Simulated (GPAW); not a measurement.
# TiO2 (C2/c) in GPAW: reference runs

How does TiO2 come out in PBE? The cell is run as given.

All numbers are computed with GPAW 26.7.0; they aren't measurements. Logs are shortened: lines on timing, memory, paths and dates and some standing lists are left out, and cuts for length are marked. The log counts tension as positive stress, the text compression.

**1. Starting point**

The structure is monoclinic, space group C2/c (No. 15). The conventional cell has a = 5.412 Å, b = 5.413 Å, c = 5.472 Å, α = 90.00°, β = 118.77°, γ = 90.00°. Around Ti (site symmetry 2) lie 6 O at 1.93 to 2.00 Å. O (site symmetry 1) has 3 Ti at 1.93 to 2.00 Å as nearest neighbours.

The cell is a database's computed one.

**2. Single point, PBE**

Input file run.py:

```python
from ase import Atoms
from ase.dft.bandgap import bandgap
from ase.io import write
from ase.units import Bohr, GPa
from gpaw import GPAW, PW
from gpaw.elf import elf_from_dft_calculation

atoms = Atoms(['Ti', 'Ti', 'O', 'O', 'O', 'O'],
              cell=[[2.706034, -2.706655, 0.0],
                    [2.706034, 2.706655, 0.0],
                    [-2.633531, 0.0, 4.796637]],
              scaled_positions=[[0.86589, 0.13411, 0.75],
                                [0.13411, 0.86589, 0.25],
                                [0.088755, 0.331221, 0.167149],
                                [0.911245, 0.668779, 0.832851],
                                [0.668779, 0.911245, 0.332851],
                                [0.331221, 0.088755, 0.667149]],
              pbc=True)

calc = GPAW(mode=PW(800),
            xc='PBE',
            kpts={'size': (8, 8, 6), 'gamma': True},
            occupations={'name': 'fermi-dirac', 'width': 0.05},
            nbands=43,
            convergence={'density': 1e-05, 'energy': 1e-05},
            maxiter=150,
            txt='gpaw.txt')
atoms.calc = calc
energy = atoms.get_potential_energy()
forces = atoms.get_forces()
stress = atoms.get_stress()
calc.write('gs.gpw')
write('result.traj', atoms)
print(f'Energy: {energy:.6f} eV')
print('Forces (eV/A):')
print(forces.round(4))
print('Stress (GPa):', (stress / GPa).round(3))
print('Fermi level:', round(calc.get_fermi_level(), 4), 'eV')
print(f'Gap: {bandgap(calc)[0]:.4f} eV, direct: {bandgap(calc, direct=True)[0]:.4f} eV')

# fields on the real-space grid
write('density.cube', atoms, data=calc.get_pseudo_density() * Bohr**3)
write('potential.cube', atoms, data=calc.get_electrostatic_potential())
write('elf.cube', atoms, data=elf_from_dft_calculation(calc).data)
```

Potentials or basis: GPAW PAW data sets (gpaw-data 1.2.1), pw.

Command:

```sh
$ OMP_NUM_THREADS=1 python run.py
```

gpaw.txt:

```text
__  _  _
 | _ |_)|_||  |
 |__||  | ||/\| - 26.7.0

Input parameters:
  mode=PW(ecut=800.0),
  convergence={'density': 1e-05, 'energy': 1e-05},
  kpts=MonkhorstPack(size=(8, 8, 6), gamma=True),
  maxiter=150,
  nbands=43,
  occupations=Occupations(name='fermi-dirac', width=0.05),
  xc=XC(name='PBE')

Diagonalizing LCAO Hamiltonian
Converting LCAO to pw mode

               O
        O
           Ti   Ti
                   O
            O

Atoms  # Å, Bohr magnetons
|   | symbol |         x |         y |        z |    initial magnetic moments |
|---|--------|-----------|-----------|----------|-----------------------------|
| 0 |     Ti |  0.730886 | -1.980676 | 3.597478 | ( 0.0000,  0.0000,  0.0000) |
| 1 |     Ti |  2.047651 |  1.980676 | 1.199159 | ( 0.0000,  0.0000,  0.0000) |
| 2 |      O |  0.696277 |  0.656272 | 0.801753 | ( 0.0000,  0.0000,  0.0000) |
| 3 |      O |  2.082260 | -0.656272 | 3.994884 | ( 0.0000,  0.0000,  0.0000) |
| 4 |      O |  3.399025 |  0.656272 | 1.596565 | ( 0.0000,  0.0000,  0.0000) |
| 5 |      O | -0.620488 | -0.656272 | 3.200072 | ( 0.0000,  0.0000,  0.0000) |

Unit cell  # Å
| periodic |         x |         y |        z |  lengths |     angles |
|----------|-----------|-----------|----------|----------|------------|
|      yes |  2.706034 | -2.706655 | 0.000000 | 3.827349 | 109.893361 |
|      yes |  2.706034 |  2.706655 | 0.000000 | 3.827349 | 109.893361 |
|      yes | -2.633531 |  0.000000 | 4.796637 | 5.472039 |  90.013147 |

Number of symmetries: 2
Symmetry operations  # r_c * U_cc + t_c -> r_c
|   | kind |            matrix            |
|---|------|------------------------------|
| 0 |  E   |  1, 0, 0,  0, 1, 0,  0, 0, 1 |
| 1 |  i   | -1, 0, 0,  0,-1, 0,  0, 0,-1 |

BZ-sampling:
  Number of BZ points: 384
  Number of IBZ points: 196

  Monkhorst-Pack size: [8, 8, 6]
  Monkhorst-Pack shift: [0.0625, 0.0625, 0.08333333333333333]

K-points  # in reciprocal-cell coordinates
|     |                                coordinates |     weight |
|-----|--------------------------------------------|------------|
|   0 | (  0.00000000,   0.00000000,   0.00000000) | 0.00260417 |
|   1 | (  0.00000000,   0.00000000,   0.16666667) | 0.00520833 |
|   2 | (  0.00000000,   0.00000000,   0.33333333) | 0.00520833 |
|   3 | (  0.00000000,   0.00000000,   0.50000000) | 0.00260417 |
|   4 | (  0.00000000,   0.12500000,  -0.33333333) | 0.00520833 |
|   5 | (  0.00000000,   0.12500000,  -0.16666667) | 0.00520833 |
|   6 | (  0.00000000,   0.12500000,   0.00000000) | 0.00520833 |
|   7 | (  0.00000000,   0.12500000,   0.16666667) | 0.00520833 |
|   8 | (  0.00000000,   0.12500000,   0.33333333) | 0.00520833 |
|   9 | (  0.00000000,   0.12500000,   0.50000000) | 0.00520833 |
| ... |                                            |            |
| 195 | (  0.50000000,   0.50000000,   0.50000000) | 0.00260417 |

Plane wave coefficients: 3632
Cutoff: 800.0 eV

Spin-components: 1 (collinear spins)
Bands:           43
Projectors:      32
Spin-degeneracy: 2
Datatype:        complex128

Parallelization:
  kpt:    1
  domain: 1
  band:   1

Density:
  Valence electrons: 48.0
  Components: 1
  Grid points: [25 25 36]
  Charge: 0.0  # |e|

Potential:
  Grid points: [25 25 36]

species:
  Ti:
    name:    Titanium
    Z:       22.0
    valence: 12
    core:    10
    charge:  0.0  # [|e|]
    compensation charges:
      type: gauss
      rc: 0.38  # [Å]
      lmax: 2
    cutoffs:
      filter: 2.23  # [Å]
      core: 1.02  # [Å]
    projectors
    | kind |    occ | energy [eV] | rcut [Å] |
    |------|--------|-------------|----------|
    |   3s |  2.000 |     -62.623 |    1.270 |
    |   4s |  2.000 |      -4.466 |    1.270 |
    |   3p |  6.000 |     -38.862 |    1.058 |
    |   4p |  0.000 |      -1.466 |    1.058 |
    |   3d |  2.000 |      -4.258 |    1.058 |
    |    d |        |      22.953 |    1.058 |

    Using partial waves for Ti as LCAO basis

  O:
    name:    Oxygen
    Z:       8.0
    valence: 6
    core:    2
    charge:  0.0  # [|e|]
    compensation charges:
      type: gauss
      rc: 0.21  # [Å]
      lmax: 2
    cutoffs:
      filter: 1.17  # [Å]
      core: 0.83  # [Å]
    projectors
    | kind |    occ | energy [eV] | rcut [Å] |
    |------|--------|-------------|----------|
    |   2s |  2.000 |     -23.961 |    0.688 |
    |   2p |  4.000 |      -9.029 |    0.598 |
    |    s |        |       3.251 |    0.688 |
    |    p |        |      18.182 |    0.598 |
    |    d |        |       0.000 |    0.619 |

    Using partial waves for O as LCAO basis

Reference energy: -54611.437768  # eV

eigensolver:
  PPCG
  Converge bands: occupied
  niter=2

density mixing:
  MSR1-Mixer
  Pratt-step length: 0.05
  Maximum mixing coefficient: 0.75
  Old densities: 10
  SVD Regularization: 0.005
  Good broyden scale: 1.0
  Trust region scale: 1.0
  Backstep threshold: 4.0
  History deletion threshold: 6.0
  Fourier metric: weight=20.0, sigma=0.015

occupation numbers:
  Fermi-Dirac:
    width: 0.0500  # eV

poisson solver:
  ecut: 6400.0  # eV

xc functional:
  name: PBE with 2 nearest neighbor stencil

convergence criteria:
- Maximum integral of absolute [dens]ity change: 1e-05 electrons / valence electron
- Maximum [total energy] change in last 3 cyles: 1e-05 eV / valence electron
- Maximum integral of absolute [eigenst]ate change: 4e-08 eV^2 / valence electron
maximum number of iterations: 150

SCF iterations
|iter     | |      energy | eigst |  dens |
|---------|-|-------------|-------|-------|
|iter:   1| |  -61.784775 | +0.07 |       |
|iter:   2| |  -58.696013 | -1.76 | -0.78 |
|iter:   3| |  -53.091370 | -0.60 | -0.84 |
|iter:   4| |  -52.498383 | -1.74 | -1.28 |
|iter:   5| |  -52.461418 | -2.50 | -1.57 |
|iter:   6| |  -52.452386 | -3.45 | -1.96 |
|iter:   7| |  -52.452317 | -4.55 | -2.84 |
|iter:   8| |  -52.452354c| -5.58 | -3.37 |
|iter:   9| |  -52.452348c| -6.35 | -3.79 |
|iter:  10| |  -52.452349c| -7.19 | -4.09 |
|iter:  11| |  -52.452349c| -7.91c| -4.78 |
|iter:  12| |  -52.452349c| -8.20c| -5.15c|

Converged in 12 steps
Energy contributions relative to reference atoms: (reference = -54611.437768)

Energy contributions:
  Kinetic:          52.263234
  Coulomb:         -63.614467
  Zero:              1.304435
  External:          0.000000
  Xc:              -42.405551
  Entropy:          -0.000000
  Spinorbit:         0.000000
  ----------------------------
  Free energy:     -52.452349
  Extrapolated:    -52.452349

dipole moment: (0.000001, 0.000000, 0.000002)  # |e|*Ang

Fermi level: 4.827
Eigenvalues  # (at kpt = [0.000, 0.000, 0.000])
| band index |      eig [eV] | occ [0-2] |
|------------|---------------|-----------|
|          0 |       -52.634 |     2.000 |
|        ... |               |           |
|         16 |         1.797 |     2.000 |
|         17 |         1.815 |     2.000 |
|         18 |         1.853 |     2.000 |
|         19 |         3.019 |     2.000 |
|         20 |         3.053 |     2.000 |
|         21 |         3.091 |     2.000 |
[... 8 lines left out ...]
|         30 |         8.631 |     0.000 |
|         31 |         8.902 |     0.000 |
|        ... |               |           |
|         42 |        21.988 |     0.000 |

Gap: 2.082 eV
Transition (v -> c):
  (s=0, k=192, n=23, [0.50, 0.50, 0.00]) -> (s=0, k=0, n=24, [0.00, 0.00, 0.00])
Direct/indirect transitions are different
Direct gap: 2.420 eV
Transition at: (s=0, k=2, n=23, [0.00, 0.00, 0.33])

Forces  # eV/Ang
|        x |        y |        z |
|----------|----------|----------|
|  0.00000 | -0.06836 | -0.00000 |  # Ti   0
| -0.00000 |  0.06836 |  0.00000 |  # Ti   1
| -0.00168 |  0.02463 | -0.09503 |  # O    2
|  0.00168 | -0.02463 |  0.09503 |  # O    3
|  0.00168 |  0.02463 |  0.09502 |  # O    4
| -0.00168 | -0.02463 | -0.09502 |  # O    5

Stress tensor  # eV/Ang^3
|         x |         y |        z |
|-----------|-----------|----------|
|  0.005536 | -0.000000 | 0.001275 |
| -0.000000 |  0.005772 | 0.000000 |
|  0.001275 |  0.000000 | 0.002510 |

# Writing to gs.gpw (mode='')
```

Wall time 4.3 min (1 thread of AMD EPYC 9R45 (Zen 5), shared host); peak memory 0.85 GiB.

What came out:

```yaml
Free_energy: -52.4523 eV
Pressure: -0.7 GPa
Largest_force: 0.098 eV/Å
Band_gap_on_the_k_mesh: 2.08 eV, indirect (least direct gap 2.42 eV)
```

Forces in eV/Å, atoms in the order of the input:
```
Ti   0.000 -0.068  0.000
Ti   0.000  0.068  0.000
O   -0.002  0.025 -0.095
O    0.002 -0.025  0.095
O    0.002  0.025  0.095
O   -0.002 -0.025 -0.095
```

Levels at points of the mesh, in eV from the valence-band top:
| k point | band 21 | band 22 | band 23 | band 24 | band 25 | band 26 | band 27 | band 28 |
| --- | --- | --- | --- | --- | --- | --- | --- | --- |
| (0.00, 0.00, 0.00) | -0.75 | -0.72 | -0.44 | -0.43 | 2.08 | 2.79 | 3.83 | 3.84 |
| (0.00, 0.00, 0.50) | -1.23 | -1.23 | -0.13 | -0.13 | 2.42 | 2.42 | 3.66 | 3.66 |
| (0.00, 0.50, 0.00) | -1.84 | -0.90 | -0.86 | -0.62 | 3.22 | 3.37 | 3.40 | 3.64 |
| (0.00, 0.50, 0.50) | -1.84 | -0.88 | -0.86 | -0.62 | 3.08 | 3.47 | 3.50 | 3.53 |
| (0.50, 0.00, 0.00) | -1.84 | -0.90 | -0.86 | -0.62 | 3.22 | 3.37 | 3.40 | 3.64 |
| (0.50, 0.00, 0.50) | -1.84 | -0.88 | -0.86 | -0.62 | 3.08 | 3.47 | 3.50 | 3.53 |
| (0.50, 0.50, 0.00) | -2.15 | -1.84 | -0.01 | 0.00 | 3.24 | 3.28 | 3.53 | 3.87 |
| (0.50, 0.50, 0.50) | -1.99 | -1.99 | -0.02 | -0.02 | 3.26 | 3.26 | 3.71 | 3.71 |

A k mesh can miss the band edges.
